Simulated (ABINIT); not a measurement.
Crystal: MnO.

```
Mn O
1.0
     0.00000    2.22391    2.22391
     2.22391    0.00000    2.22391
     2.22391    2.22391    0.00000
Mn O
1 1
Direct
  0.00000 0.00000 0.00000
  0.50000 0.50000 0.50000
```

The cell is a database's computed one.

Base run:

```yaml
Program: ABINIT 10.8.3 (patched build)
Functional: PBEsol
Potentials_or_basis: PseudoDojo NC SR PBEsol v0.4 stringent
Cutoff: 1769 eV
k_mesh: 10 × 10 × 10
Occupations: fermi-dirac, width 0.05 eV
Spin: collinear spin, ferromagnetic start
Starting_moments: "[4.0, 0.0] μB"
```

Its results: band gap on the k mesh none (metal or under the smearing width); pressure -7.6 GPa; net moment 4.76 μB per cell; site moments Mn +4.12; O +0.24 μB.

The run is repeated on the same cell with these changes: potentials or basis from PseudoDojo NC SR PBEsol v0.4 stringent to JTH PAW PBE v2.0; cutoff from 1769 eV to 707 eV. What comes out?

Band gap on the k mesh none (metal or under the smearing width); pressure -7.1 GPa; net moment 4.76 μB per cell; site moments Mn +4.21; O +0.20 μB.

Caveats: a cell with one magnetic atom can't hold antiferromagnetic order, which such compounds often take; semilocal functionals often make such compounds metallic where correlation or magnetic order opens a gap, which also shifts bond lengths; the PAW data sets were made with another functional, which shifts forces and pressure a little (some runs).
